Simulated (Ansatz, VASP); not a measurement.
**One calculation of MoH3, two programs**

```xyz
4
Lattice="2.8502 0.0000 0.0000 0.0000 2.9310 0.0000 0.0000 0.0000 2.9310" Properties=species:S:1:pos:R:3 pbc="T T T"
H     0.0000    0.0000    2.1998
H     0.0000    1.4655    0.7361
H     1.4251    1.4655    2.2002
Mo    1.4251    0.0000    0.7258
```

Change from the starting cell: species swapped into the Mg3Al type (Pmm2, No. 25).

Alike in both runs: functional PBE; k mesh 6 × 4 × 4; occupations gaussian, width 0.1 eV; no spin polarisation.

Ansatz relaxed the structure, and its values are those at the end. VASP's run is a single point on that final structure, the one shown.

|  | VASP | Ansatz |
| --- | --- | --- |
| version | VASP 6.6.1 | Ansatz 0.2.0 |
| potentials or method | VASP PAW PBE potentials, release 64 (H, Mo_sv) | scalar-relativistic, plane waves, PAW |
| plane-wave cutoff (eV) | 520 | 420 |
| valence electrons in the cell | 17 | 17 |

Ansatz gave:

* gap on the k mesh at the Fermi level (eV): none
* pressure (GPa): -0.1

Problem. What did VASP give for the same quantities?

Solution. gap on the k mesh at the Fermi level (eV): none; pressure (GPa): 0.0.

A gap of «none» marks a metal or a gap that the smearing closes.

Caveats: the k mesh is coarse (spacing up to 0.54 Å⁻¹), so the values aren't converged.
